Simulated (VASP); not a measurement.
Crystal: C.

```
C
1.0
     2.46729    0.00000    0.00000
    -1.23365    2.13674    0.00000
     0.00000    0.00000    7.80307
C
4
Direct
  0.00000 0.00000 0.25000
  0.00000 0.00000 0.75000
  0.33333 0.66667 0.25000
  0.66667 0.33333 0.75000
```

```yaml
Program: VASP 6.6.1
Task: relaxation of cell and atoms
Functional: LDA
Potentials_or_basis: VASP PAW LDA potentials, release 64 (C)
Cutoff: 600 eV
k_mesh: 12 × 12 × 4
Occupations: gaussian, width 0.03 eV
Spin: no spin polarisation
```

At the start: pressure -6.6 GPa; volume 10.28 Å³/atom.

Q: Where does the relaxation end?

A: Over 15 steps the energy falls by 19.6 meV/atom and the volume is 8.54 Å³/atom (-16.9 %); space group P6_3/mmc (No. 194, to 0.05 Å).

Step by step:
| step | energy change (eV) | largest force (eV/Å) | pressure (GPa) | volume (Å³) |
| --- | --- | --- | --- | --- |
| 1 | 0.0000 | 0.0000 | -6.58 | 41.14 |
| 2 | 0.0914 | 0.0000 | 15.40 | 38.67 |
| 3 | -0.0204 | 0.0000 | -0.61 | 40.39 |
| 4 | -0.0204 | 0.0000 | -0.49 | 40.37 |
| 5 | -0.0224 | 0.0000 | -0.51 | 40.19 |
| 6 | -0.0287 | 0.0000 | -0.51 | 39.63 |
| 7 | -0.0416 | 0.0000 | -0.57 | 38.52 |
| 8 | -0.0660 | 0.0000 | -0.52 | 36.29 |
| 9 | -0.0557 | 0.0000 | 0.84 | 31.84 |
| 10 | -0.0762 | 0.0000 | -0.36 | 34.90 |
| 11 | -0.0779 | 0.0000 | -0.09 | 33.74 |
| 12 | -0.0783 | 0.0000 | -0.15 | 34.07 |
| 13 | -0.0782 | 0.0000 | -0.19 | 34.19 |
| 14 | -0.0746 | 0.0000 | 3.19 | 33.88 |
| 15 | -0.0782 | 0.0000 | -0.03 | 34.18 |

Final structure:
```
CELL_PARAMETERS angstrom
2.44590 0.00000 0.00000
-1.22295 2.11821 0.00000
0.00000 0.00000 6.59690
ATOMIC_POSITIONS crystal
C 0.00000 0.00000 0.25000
C 0.00000 0.00000 0.75000
C 0.33333 0.66667 0.25000
C 0.66667 0.33333 0.75000
```

Caveat: the volume moved by over 15 % at a fixed basis, so the end points are rough.
